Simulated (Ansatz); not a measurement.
HgSe:

```
Hg Se
1.0
     0.00000    3.03900    3.03900
     3.03900    0.00000    3.03900
     3.03900    3.03900    0.00000
Hg Se
1 1
Direct
  0.00000 0.00000 0.00000
  0.75000 0.75000 0.75000
```

- Program: Ansatz 0.2.0
- Task: relaxation of cell and atoms
- Functional: PBE
- Dispersion: D3(BJ)
- Potentials or basis: Ansatz PAW
- Cutoff: 420 eV (not typed: the program's choice for these potentials)
- k mesh: 8 × 8 × 8
- Occupations: fermi-dirac, width 0.05 eV
- Spin: no spin polarisation

At the start: volume 28.07 Å³/atom.

**Question.** Where does the relaxation end?

**Answer.** It ends after 5 steps and the volume is 29.40 Å³/atom (+4.8 %); space group F-43m (No. 216, to 0.05 Å).

Step by step:
```csv
step,energy change (eV),largest force (eV/Å),volume (Å³)
1,0.0000,0.0000,56.13
2,-0.0178,0.0000,59.64
3,-0.0196,0.0000,58.88
4,-0.0196,0.0000,58.81
5,-0.0201,0.0000,58.81
```

Final structure:
```
Hg Se
1.0
     0.00000    3.08651    3.08651
     3.08651    0.00000    3.08651
     3.08651    3.08651    0.00000
Hg Se
1 1
Cartesian
  0.0000 0.0000 0.0000
  4.6298 4.6298 4.6298
```

Caveat: the plane-wave basis is chosen anew once the cell has moved, so the energies of steps on either side of that aren't comparable.
